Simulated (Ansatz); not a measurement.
SnSe (wurtzite), relaxed with r2SCAN in the PAW code Ansatz. The symmetry is P6_3mc (No. 186, hexagonal); conventional cell a = 5.075 Å, c = 6.174 Å, 34.42 Å³ an atom. Around Sn lie 5 Se at 2.80–3.38 Å; around Se lie 5 Sn at 2.80–3.38 Å.

The axes x, y and z are those of this cell:
```
CELL_PARAMETERS angstrom
5.07478 0.00000 0.00000
-2.53739 4.39489 0.00000
0.00000 0.00000 6.17368
ATOMIC_POSITIONS crystal
Sn 0.33333 0.66667 0.96086
Sn 0.66667 0.33333 0.46086
Se 0.33333 0.66667 0.41414
Se 0.66667 0.33333 0.91414
```

Unstrained: The PBE gap is indirect, 0.874 eV (H to k = (0.281, 0.281, -1/2)), below the direct gap of 0.877 eV at H. Least and direct gap differ so little that the kind isn't settled. With r2SCAN the valence top lies at H and the conduction bottom at Γ–M (0.33 of the way from Γ), 1.002 eV higher; the smallest vertical gap, at H, is 1.027 eV. HSE06 gives a direct gap of 1.206 eV at H. Meshes: PBE 6×6×4, r2SCAN 6×6×4, HSE06 6×6×4. Strains are changes of length per length. After each strain the atoms were relaxed again with r2SCAN within the symmetry that the strain leaves, so tilts or polar shifts that break it weren't tested; points keep the names that they have in the unstrained zone. The cell comes from a prototype generator: it can be a known phase or a hypothetical one. Spin polarisation is off.

Question: Apply isotropic -3.01 % on every length. How far does the gap move, against the unstrained cell?

Answer: HSE06: the gap goes from 1.206 to 0.614 eV (-0.592 eV).

Spin-orbit coupling is left out, which matters wherever the heavy atoms make up the band edges.

Coordinates of k points refer to the reciprocal vectors of the primitive cell of the runs.

The meshes of the hybrids are coarse, so their gaps aren't converged to the digits shown.
